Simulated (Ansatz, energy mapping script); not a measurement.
# MnS in the zinc-blende structure: J from the energies of magnetic orders, part 2 of 3

Wanted: the magnetic order of MnS in the zinc-blende structure, its couplings and an estimate of its ordering temperature, by PBE+U (4 eV).

PBE with U = 4 eV on Mn d, ortho-atomic projectors; plane waves, U on orthogonalised atomic orbitals unless named otherwise, collinear spin, no spin–orbit coupling.

So far. Step 4 (Order 1: parallel, cell A of 4 atoms): The run ends ferromagnetic.

## 5. Compensated +− start in cell A (4 atoms)

This order reverses 6 of the 12 neighbours at 4.07 Å, 6 of the 6 neighbours at 5.75 Å and 12 of the 24 neighbours at 7.05 Å, counted for an average magnetic atom.

File input.yaml:

```yaml
crystal:
  lattice:
    - [0.0, -2.876820651, -2.876820651]
    - [-2.876820651, 0.0, -2.876820651]
    - [2.876820651, 2.876820651, -5.753641302]
  atoms:
    - { symbol: Mn, position: [0.5, 0.5, 0.5], spin: 4.5 }
    - { symbol: Mn, position: [0.0, 0.0, 0.0], spin: -4.5 }
    - { symbol: S, position: [0.125, 0.125, 0.625] }
    - { symbol: S, position: [0.625, 0.625, 0.125] }
magnetization:
  spin_polarized: true
kpoints:
  mp_grid: { grid: [7, 7, 7] }
hamiltonian:
  xc: pbe
  hubbard:
    sites:
      - { species: Mn, l: d, u_eff: 4.0 }
      - { site: 0, l: d, u_eff: 4.0, starting_ns: [{ spin: up, occupation_matrix: mn1_major }, { spin: down, occupation_matrix: mn1_minor }] }
      - { site: 1, l: d, u_eff: 4.0, starting_ns: [{ spin: up, occupation_matrix: mn1_minor }, { spin: down, occupation_matrix: mn1_major }] }
    projectors: ortho-atomic
    occupation_matrices:
      mn1_major:
        matrix:
          - [0.997, 0.0, 0.0, 0.0, 0.0]
          - [0.0, 0.995, 0.0, 0.0, 0.0]
          - [0.0, 0.0, 0.995, 0.0, 0.0]
          - [0.0, 0.0, 0.0, 0.997, 0.0]
          - [0.0, 0.0, 0.0, 0.0, 0.995]
      mn1_minor:
        matrix:
          - [0.022, 0.0, 0.0, 0.0, 0.0]
          - [0.0, 0.069, 0.0, 0.0, 0.0]
          - [0.0, 0.0, 0.069, 0.0, 0.0]
          - [0.0, 0.0, 0.0, 0.022, 0.0]
          - [0.0, 0.0, 0.0, 0.0, 0.069]
scf:
  occupations: { method: fermi_dirac, width: 0.05 }
output:
  eigenvalues: true
  write_density: true
  write_potential: true
  elf: true
  volumetric_format: npy
```

Launch:

```sh
ansatz run input.yaml --threads 4 --pin off --max-ram 8192MiB --backend cpu --events-out ev --progress --plain --runs-dir out
```

Numbers of over 12 decimals in the logs are rounded to 6 here.

What it wrote:

```text
[...]
Crystal: 4 atoms, lattice volume = 95.235 Å³
Basis set: ecut = 420 eV, 1853 PW (Γ)
Bands: 31, of which v1, the nominal top of the filled ones, is band 21 counted from 1 (20 counted from 0)
Symmetry: 6 space group operations
[...]
k-points: 44 of 343 (time reversal used)
[...]
Starting moments: Σ|m| = 9 μB on 2 of 4 sites
Starting magnetic order: antiferromagnet; a translation exchanges its spin sublattices: spin-degenerate at every k-point
[...]
SCF iter   1: F=—  HF=-9602.684298 eV  |F-HF|=—  |Δ(HF+E_count)|=         —  Δρ=4.20e-2 (↑4.20e-2 ↓4.20e-2)  dr2=4.52e0  dr2_m=3.57e-1  M=0.000 μB ∫|m|=9.531 μB  β_m=1.00  ethr=3.10e-3  ⟨swp⟩=5.6  Hψ=5486  notcnv=0
[...]
SCF iter  13: F=-9602.468144 eV  HF=-9602.468144 eV  |F-HF|=3.78e-9  |Δ(HF+E_count)|=   2.84e-7  Δρ=2.10e-6 (↑2.10e-6 ↓2.10e-6)  dr2=1.09e-8  dr2_m=6.76e-10  M=0.000 μB ∫|m|=9.806 μB  ethr=2.38e-10  ⟨swp⟩=7.7  Hψ=5226  notcnv=0
SCF 1 converged in 13 iterations: F = -9602.468144 eV  dr2 = 1.09e-8
[...]
SCF converged after 13 iterations
Magnetization: 0.0000 μB (21.0000 up, 21.0000 down)
Absolute magnetization: 9.8062 μB (∫|ρ↑−ρ↓|, with the PAW one-centre terms)
[...]
Per-site moments (μB) at R_I (Å): [(4.387822, 1.027702), (-4.387822, 1.027702), (0.013365, 1.027702), (-0.013365, 1.027702)]
Free energy (F): -9602.468144 eV
[...]
Internal energy: -9602.468144 eV  (E = F + TS)
E sigma→0 (E₀):  -9602.468144 eV
Fermi energy:    6.672308 eV
[...]
--- Specified on-site occupations, and those of the state reported ---
  electrons in the specified blocks: 10.4600 specified, 10.5088 found
[...]
--- Band table (eV; the first three rows and the last of 88) ---
  k-point 0 ↑: bands = [... 17 lower, 3.9477, 4.9771, 5.5684, 5.5684, 7.6482, 9.1710, 9.1710, 9.4496, ... 6 higher]
  k-point 1 ↑: bands = [... 17 lower, 3.9451, 4.8073, 5.5665, 5.5665, 7.8501, 9.1761, 9.1761, 9.4559, ... 6 higher]
  k-point 2 ↑: bands = [... 17 lower, 3.9392, 4.4370, 5.5624, 5.5624, 8.3118, 9.1870, 9.1870, 9.4545, ... 6 higher]
  k-point 43 ↓: bands = [... 17 lower, 3.1305, 3.6701, 3.9846, 4.2462, 8.4527, 8.8113, 9.1274, 9.4079, ... 6 higher]
Occupation matrices written to <dir>
```

The job ended after 4.4 s (4 threads of Arm Neoverse V2, shared host; peak memory 0.48 GiB).

Spin moment in the sphere by atom:

```csv
atom,spin moment in the sphere (μB)
Mn1,4.39
Mn2,-4.39
S3,0.01
S4,-0.01
```

The run ends antiferromagnetic, 50.64 meV a magnetic atom below the parallel order of its cell.

Spin density in the ac plane at fractional y = 0.000, with atoms of Mn within 0.2 Å of it.

Ten even steps from '0' (-8.0 e/Å³) to '9' (0.0 e/Å³), each cell a mean:
```
24899999999985
77999999999998
99999999999999
99999999999999
99999999999999
99999999999999
99999999999999
99999999999999
99999999999999
99999999999999
99999999999999
99999999999999
99999999999999
99999999999999
99999999999999
99999999999999
99999999999999
99999999999999
99999999999999
99999999999999
99999999999999
89999999999998
47999999999974
04899999999972
```
Columns run along a (4.1 Å), rows up along c (7.0 Å). Atoms in or near the plane, at fractional coordinates: Mn at (0.00, 0.00).

ELF in the ac plane at fractional y = 0.000, with atoms of Mn within 0.2 Å of it. It is the smooth field of the valence electrons, not physical close to the nuclei.

Ten even steps from '_' (0.02) to '@' (0.88), each cell a mean:
```
@@%%++::..::--====::..::++%%
##**==::....::::::......--++
::::::....____________......
::::::::....__________..::::
######**++--..________::==**
@@@@@@@@%%**--..______::**%%
@@@@@@@@@@%%++::____..--##%%
@@%%##%%@@%%##==..____--##%%
@@%%****%%@@%%**::____::**%%
@@@@%%%%@@@@%%**::____..++%%
%%@@@@@@@@@@%%**--..__..--**
##%%@@@@@@@@##**::..____::==
--++########++==::________..
..::--======--::..__________
______......________________
____________________________
____________________________
________........____________
____..::--------....__......
......::==++++==--::........
::....::++******==::....::::
++--..::++**####++--..::==++
%%##--..--++####++--..--**%%
@@%%++::::==****++--..--##@@
```
Columns run along a (4.1 Å), rows up along c (7.0 Å). Atoms in or near the plane, at fractional coordinates: Mn at (0.00, 0.00).

## 6. A changed input

The input is changed once more, to see how this run answers a poor choice.

Changes to input.yaml since step 5:

```diff
@@ -39,7 +39,5 @@
   occupations: { method: fermi_dirac, width: 0.05 }
+  mixing: { algorithm: anderson, beta: 1.0, ndim: 1, preconditioner: none }
+  max_iter: 50
 output:
   eigenvalues: true
-  write_density: true
-  write_potential: true
-  elf: true
-  volumetric_format: npy
```

What it wrote:

```text
Engine: ansatz 0.2.0, aarch64-unknown-linux-gnu
Pseudopotentials: kind: paw
Pseudopotential: Mn, paw, valence charge 15, recommended cutoff 420 eV (normal), Mn.paw.azcp
Pseudopotential: S, paw, valence charge 6, recommended cutoff 420 eV (normal), S.paw.azcp
Functional definition: PBE
  parameter kappa = 0.804
  parameter beta = 0.066725
  exchange = pbe_x(kappa = kappa, mu = beta*pi^2/3)
  correlation = pbe_c(beta = beta)
Crystal: 4 atoms, lattice volume = 95.235 Å³
Basis set: ecut = 420 eV, 1853 PW (Γ)
Bands: 31, of which v1, the nominal top of the filled ones, is band 21 counted from 1 (20 counted from 0)
Symmetry: 6 space group operations
Space group: R3m (ITA 160), of the structure as read, at distance tolerance 4.6e-5 Å
Magnetic group: BNS 160.68 (UNI 1298), of the structure as read, at distance tolerance 4.6e-5 Å
k-points: 44 of 343 (time reversal used)
Non-local potential: Mn, projectors of the file, l = 0: 3, l = 1: 2, l = 2: 3, l = 3: 1
Non-local potential: S, projectors of the file, l = 0: 2, l = 1: 2, l = 2: 2
[...]
SCF iter  47: F=—  HF=-17810.239725 eV  |F-HF|=—  |Δ(HF+E_count)|=    2.01e3  Δρ=1.58e0 (↑1.58e0 ↓1.58e0)  dr2=1.07e4  dr2_m=3.47e-7  M=0.000 μB ∫|m|=0.001 μB  β_m=1.00  ethr=3.10e-3  ⟨swp⟩=16.0  Hψ=25884  notcnv=0  defer=214
SCF iter  48: F=—  HF=-15802.139612 eV  |F-HF|=—  |Δ(HF+E_count)|=    2.01e3  Δρ=1.58e0 (↑1.58e0 ↓1.58e0)  dr2=1.07e4  dr2_m=9.86e-8  M=0.000 μB ∫|m|=0.000 μB  β_m=1.00  ethr=3.10e-3  ⟨swp⟩=33.7  Hψ=64467  notcnv=0
SCF iter  49: F=—  HF=-17810.599711 eV  |F-HF|=—  |Δ(HF+E_count)|=    2.01e3  Δρ=1.58e0 (↑1.58e0 ↓1.58e0)  dr2=1.07e4  dr2_m=1.46e-9  M=0.000 μB ∫|m|=0.000 μB  β_m=1.00  ethr=3.10e-3  ⟨swp⟩=22.2  Hψ=44490  notcnv=0
SCF iter  50: F=—  HF=-15802.343064 eV  |F-HF|=—  |Δ(HF+E_count)|=    2.01e3  Δρ=1.58e0 (↑1.58e0 ↓1.58e0)  dr2=1.07e4  dr2_m=9.18e-10  M=0.000 μB ∫|m|=0.000 μB  β_m=1.00  ethr=3.10e-3  ⟨swp⟩=34.1  Hψ=69337  notcnv=0
Occupation matrices written to <dir>
Error: did not converge after 50 iterations: dr2 = 1.07e4 (threshold 1.00e-7), under the density mixer `anderson`; raise `scf.max_iter`, which need not help a stalled SCF, or adjust the mixing (`scf.mixing`) or, under a smearing, its width (`scf.occupations.width`, in either direction: another width is another result); this SCF holds its density and magnetisation to the symmetry operations that it keeps, and cannot e [...]
```

Run time: 1.8 min. Hardware: 4 threads; peak memory 0.47 GiB.

No converged result was reached; the numbers in the log don't describe the system.

The program's message: “Error: did not converge after 50 iterations: dr2 = 1.07e4 (threshold 1.00e-7), under the density mixer `anderson`; raise `scf.max_iter`, which need not help a stalled SCF, or adjust the mixing (`scf.m …”

The fault put into the input: mixing far too strong (scf.mixing).

## 7. Parallel start in cell B (4 atoms)

A new cell needs its own zero of energy.

This run holds the same structure in another cell (c 7.047 → 5.754 Å, α 73.2 → 90.0°, β 73.2 → 90.0°, γ 60.0 → 90.0°).

File input.yaml:

```yaml
crystal:
  lattice:
    - [0.0, -2.876820651, -2.876820651]
    - [0.0, 2.876820651, -2.876820651]
    - [5.753641302, 0.0, 0.0]
  atoms:
    - { symbol: Mn, position: [0.5, 0.5, 0.5], spin: 4.5 }
    - { symbol: Mn, position: [0.0, 0.0, 0.0], spin: 4.5 }
    - { symbol: S, position: [0.0, 0.5, 0.75] }
    - { symbol: S, position: [0.5, 0.0, 0.25] }
magnetization:
  spin_polarized: true
kpoints:
  mp_grid: { grid: [6, 6, 5] }
hamiltonian:
  xc: pbe
  hubbard:
    sites:
      - { species: Mn, l: d, u_eff: 4.0 }
      - { site: 0, l: d, u_eff: 4.0, starting_ns: [{ spin: up, occupation_matrix: mn1_major }, { spin: down, occupation_matrix: mn1_minor }] }
      - { site: 1, l: d, u_eff: 4.0, starting_ns: [{ spin: up, occupation_matrix: mn1_major }, { spin: down, occupation_matrix: mn1_minor }] }
    projectors: ortho-atomic
    occupation_matrices:
      mn1_major:
        matrix:
          - [0.997, 0.0, 0.0, 0.0, 0.0]
          - [0.0, 0.995, 0.0, 0.0, 0.0]
          - [0.0, 0.0, 0.995, 0.0, 0.0]
          - [0.0, 0.0, 0.0, 0.997, 0.0]
          - [0.0, 0.0, 0.0, 0.0, 0.995]
      mn1_minor:
        matrix:
          - [0.022, 0.0, 0.0, 0.0, 0.0]
          - [0.0, 0.069, 0.0, 0.0, 0.0]
          - [0.0, 0.0, 0.069, 0.0, 0.0]
          - [0.0, 0.0, 0.0, 0.022, 0.0]
          - [0.0, 0.0, 0.0, 0.0, 0.069]
scf:
  occupations: { method: fermi_dirac, width: 0.05 }
output:
  eigenvalues: true
```

What it wrote:

```text
[...]
Crystal: 4 atoms, lattice volume = 95.235 Å³
Basis set: ecut = 420 eV, 1875 PW (Γ)
Bands: 31, of which v1, the nominal top of the filled ones, is band 21 counted from 1 (20 counted from 0)
Symmetry: 16 space group operations
[...]
k-points: 30 of 180 (time reversal used)
[...]
Starting moments: Σ|m| = 9 μB on 2 of 4 sites
[...]
k-point 0 ↑: bands = [... 17 lower, 1.0372, 1.1939, 1.2566, 2.5037, 3.8600, 3.8600, 6.0793, 6.0793, ... 6 higher]
  k-point 1 ↑: bands = [... 17 lower, 1.0519, 1.0947, 1.1787, 2.9048, 4.0688, 4.0688, 5.4415, 5.8399, ... 6 higher]
  k-point 2 ↑: bands = [... 17 lower, 0.9587, 1.0908, 1.1392, 3.6919, 4.5544, 4.5993, 4.5993, 5.2621, ... 6 higher]
  k-point 29 ↓: bands = [... 17 lower, 8.0721, 8.7795, 8.7795, 9.4014, 9.4014, 9.4483, 9.4483, 9.8874, ... 6 higher]
Occupation matrices written to <dir>
[key lines of the parts left out:]
SCF converged after 12 iterations
Magnetization: 10.0000 μB (26.0000 up, 16.0000 down)
Free energy (F): -9602.366473 eV
Fermi energy:    6.697809 eV
```

Elapsed: 5.6 s, on 4 threads; peak memory 0.43 GiB; 21 s of CPU time.

The run ends ferromagnetic. For each magnetic atom its energy differs from the parallel run of the first cell by 0.20 meV, an error that one common reference would have brought in.

## 8. Compensated +− start in cell B (4 atoms)

This order reverses 8 of the 12 neighbours at 4.07 Å, 0 of the 6 neighbours at 5.75 Å and 16 of the 24 neighbours at 7.05 Å, counted for an average magnetic atom.

Changes to input.yaml since step 7:

```diff
@@ -7,3 +7,3 @@
     - { symbol: Mn, position: [0.5, 0.5, 0.5], spin: 4.5 }
-    - { symbol: Mn, position: [0.0, 0.0, 0.0], spin: 4.5 }
+    - { symbol: Mn, position: [0.0, 0.0, 0.0], spin: -4.5 }
     - { symbol: S, position: [0.0, 0.5, 0.75] }
@@ -20,3 +20,3 @@
       - { site: 0, l: d, u_eff: 4.0, starting_ns: [{ spin: up, occupation_matrix: mn1_major }, { spin: down, occupation_matrix: mn1_minor }] }
-      - { site: 1, l: d, u_eff: 4.0, starting_ns: [{ spin: up, occupation_matrix: mn1_major }, { spin: down, occupation_matrix: mn1_minor }] }
+      - { site: 1, l: d, u_eff: 4.0, starting_ns: [{ spin: up, occupation_matrix: mn1_minor }, { spin: down, occupation_matrix: mn1_major }] }
     projectors: ortho-atomic
```

What it wrote:

```text
[...]
Crystal: 4 atoms, lattice volume = 95.235 Å³
Basis set: ecut = 420 eV, 1875 PW (Γ)
Bands: 31, of which v1, the nominal top of the filled ones, is band 21 counted from 1 (20 counted from 0)
Symmetry: 8 space group operations
[...]
k-points: 30 of 180 (time reversal used)
[...]
Starting moments: Σ|m| = 9 μB on 2 of 4 sites
[...]
k-point 0 ↑: bands = [... 17 lower, 3.4998, 4.8678, 5.1325, 5.1325, 7.6734, 8.6957, 8.8896, 9.3043, ... 6 higher]
  k-point 1 ↑: bands = [... 17 lower, 3.5423, 4.5800, 5.0993, 5.0993, 8.1248, 8.8693, 9.0156, 9.3032, ... 6 higher]
  k-point 2 ↑: bands = [... 17 lower, 3.6153, 4.1596, 5.0412, 5.0412, 8.8393, 9.1488, 9.3015, 9.5400, ... 6 higher]
  k-point 29 ↓: bands = [... 17 lower, 3.1750, 3.3817, 3.3817, 3.5752, 8.6157, 8.6157, 9.1061, 9.3844, ... 6 higher]
Occupation matrices written to <dir>
[key lines of the parts left out:]
SCF converged after 13 iterations
Magnetization: 0.0000 μB (21.0000 up, 21.0000 down)
Free energy (F): -9602.498424 eV
Fermi energy:    6.465756 eV
```

The job ended after 3.1 s (4 threads; peak memory 0.42 GiB; 12 s of CPU time).

The run ends antiferromagnetic, 65.98 meV a magnetic atom below the parallel order of its cell.

## 9. Parallel start in cell C (6 atoms)

The parallel order again, as the reference for this cell.

File input.yaml:

```yaml
crystal:
  lattice:
    - [0.0, 2.876820651, 2.876820651]
    - [-2.876820651, 0.0, -2.876820651]
    - [-5.753641302, -5.753641302, 5.753641302]
  atoms:
    - { symbol: Mn, position: [0.0, 0.0, 0.0], spin: 4.5 }
    - { symbol: Mn, position: [0.333333333, 0.666666667, 0.666666667], spin: 4.5 }
    - { symbol: Mn, position: [0.666666667, 0.333333333, 0.333333333], spin: 4.5 }
    - { symbol: S, position: [0.333333333, 0.666666667, 0.916666667] }
    - { symbol: S, position: [0.666666667, 0.333333333, 0.583333333] }
    - { symbol: S, position: [0.0, 0.0, 0.25] }
magnetization:
  spin_polarized: true
kpoints:
  mp_grid: { grid: [7, 7, 3] }
hamiltonian:
  xc: pbe
  hubbard:
    sites:
      - { species: Mn, l: d, u_eff: 4.0 }
      - { site: 0, l: d, u_eff: 4.0, starting_ns: [{ spin: up, occupation_matrix: mn1_major }, { spin: down, occupation_matrix: mn1_minor }] }
      - { site: 1, l: d, u_eff: 4.0, starting_ns: [{ spin: up, occupation_matrix: mn1_major }, { spin: down, occupation_matrix: mn1_minor }] }
      - { site: 2, l: d, u_eff: 4.0, starting_ns: [{ spin: up, occupation_matrix: mn1_major }, { spin: down, occupation_matrix: mn1_minor }] }
    projectors: ortho-atomic
    occupation_matrices:
      mn1_major:
        matrix:
          - [0.997, 0.0, 0.0, 0.0, 0.0]
          - [0.0, 0.995, 0.0, 0.0, 0.0]
          - [0.0, 0.0, 0.995, 0.0, 0.0]
          - [0.0, 0.0, 0.0, 0.997, 0.0]
          - [0.0, 0.0, 0.0, 0.0, 0.995]
      mn1_minor:
        matrix:
          - [0.022, 0.0, 0.0, 0.0, 0.0]
          - [0.0, 0.069, 0.0, 0.0, 0.0]
          - [0.0, 0.0, 0.069, 0.0, 0.0]
          - [0.0, 0.0, 0.0, 0.022, 0.0]
          - [0.0, 0.0, 0.0, 0.0, 0.069]
scf:
  occupations: { method: fermi_dirac, width: 0.05 }
output:
  eigenvalues: true
```

What it wrote:

```text
[...]
Crystal: 6 atoms, lattice volume = 142.853 Å³
Basis set: ecut = 420 eV, 2793 PW (Γ)
Bands: 46, of which v1, the nominal top of the filled ones, is band 32 counted from 1 (31 counted from 0)
Symmetry: 18 space group operations
[...]
k-points: 20 of 147 (time reversal used)
[...]
Starting moments: Σ|m| = 13.5 μB on 3 of 6 sites
[...]
k-point 0 ↑: bands = [... 28 lower, 1.0687, 1.0687, 2.8692, 2.8692, 5.4108, 5.4108, 5.4108, 5.4108, ... 10 higher]
  k-point 1 ↑: bands = [... 28 lower, 1.1110, 1.1110, 1.8368, 4.0867, 5.2230, 5.2230, 5.3036, 5.7021, ... 10 higher]
  k-point 2 ↑: bands = [... 28 lower, 1.1201, 1.1389, 2.9211, 2.9219, 4.5726, 4.9686, 4.9902, 5.1099, ... 10 higher]
  k-point 19 ↓: bands = [... 28 lower, 8.8684, 8.9049, 9.2120, 9.2703, 9.3132, 9.5443, 9.6239, 9.6851, ... 10 higher]
Occupation matrices written to <dir>
[key lines of the parts left out:]
SCF converged after 13 iterations
Magnetization: 15.0000 μB (39.0000 up, 24.0000 down)
Free energy (F): -14403.550246 eV
Fermi energy:    6.698865 eV
```

Run time: 8.7 s. Hardware: 4 threads; peak memory 0.54 GiB; 33 s of CPU time.

The run ends ferromagnetic. For each magnetic atom its energy differs from the parallel run of the first cell by 0.02 meV, an error that one common reference would have brought in.

## 10. Uncompensated ++− start in cell C (6 atoms)

This order reverses 4 of the 12 neighbours at 4.07 Å, 4 of the 6 neighbours at 5.75 Å and 12 of the 24 neighbours at 7.05 Å, counted for an average magnetic atom.

Changes to input.yaml since step 9:

```diff
@@ -8,3 +8,3 @@
     - { symbol: Mn, position: [0.333333333, 0.666666667, 0.666666667], spin: 4.5 }
-    - { symbol: Mn, position: [0.666666667, 0.333333333, 0.333333333], spin: 4.5 }
+    - { symbol: Mn, position: [0.666666667, 0.333333333, 0.333333333], spin: -4.5 }
     - { symbol: S, position: [0.333333333, 0.666666667, 0.916666667] }
@@ -23,3 +23,3 @@
       - { site: 1, l: d, u_eff: 4.0, starting_ns: [{ spin: up, occupation_matrix: mn1_major }, { spin: down, occupation_matrix: mn1_minor }] }
-      - { site: 2, l: d, u_eff: 4.0, starting_ns: [{ spin: up, occupation_matrix: mn1_major }, { spin: down, occupation_matrix: mn1_minor }] }
+      - { site: 2, l: d, u_eff: 4.0, starting_ns: [{ spin: up, occupation_matrix: mn1_minor }, { spin: down, occupation_matrix: mn1_major }] }
     projectors: ortho-atomic
```

What it wrote:

```text
[...]
Crystal: 6 atoms, lattice volume = 142.853 Å³
Basis set: ecut = 420 eV, 2793 PW (Γ)
Bands: 46, of which v1, the nominal top of the filled ones, is band 32 counted from 1 (31 counted from 0)
Symmetry: 6 space group operations
[...]
k-points: 20 of 147 (time reversal used)
[...]
Starting moments: Σ|m| = 13.5 μB on 3 of 6 sites
[...]
k-point 0 ↑: bands = [... 28 lower, 3.9556, 5.3668, 5.3668, 5.4102, 5.8137, 5.8137, 7.5033, 9.0686, ... 10 higher]
  k-point 1 ↑: bands = [... 28 lower, 3.9569, 5.0266, 5.3693, 5.3693, 5.8085, 5.8085, 7.9774, 8.8044, ... 10 higher]
  k-point 2 ↑: bands = [... 28 lower, 3.9092, 4.6910, 5.0047, 5.1390, 5.3243, 5.6210, 8.2857, 9.0154, ... 10 higher]
  k-point 19 ↓: bands = [... 28 lower, 4.2213, 8.2556, 8.5151, 8.7672, 8.9281, 9.1277, 9.3021, 9.4213, ... 10 higher]
Occupation matrices written to <dir>
[key lines of the parts left out:]
SCF converged after 13 iterations
Magnetization: 5.0000 μB (34.0000 up, 29.0000 down)
Free energy (F): -14403.653095 eV
Fermi energy:    6.703632 eV
```

It took 8.4 s on 4 threads; peak memory 0.55 GiB.

The run ends ferrimagnetic, 34.28 meV a magnetic atom below the parallel order of its cell.

(Continued in part 3 of 3.)

[Logs and program files are shortened in this print: banners, set-up blocks, solver, clock and traceback lines can be left out without a mark of their own.]

[Logs are printed without paths, hosts, clocks, repeated set-up lines and the standing remarks that a program may print on its own settings, such as how far it seeks lower states.]

[Hosts, paths, dates, database ids (printed as entryN), source tags and the programs' standing remarks are cut or masked in the printed files.]

[Where a cell is said to come from a database of computed structures, the database is the Materials Project.]
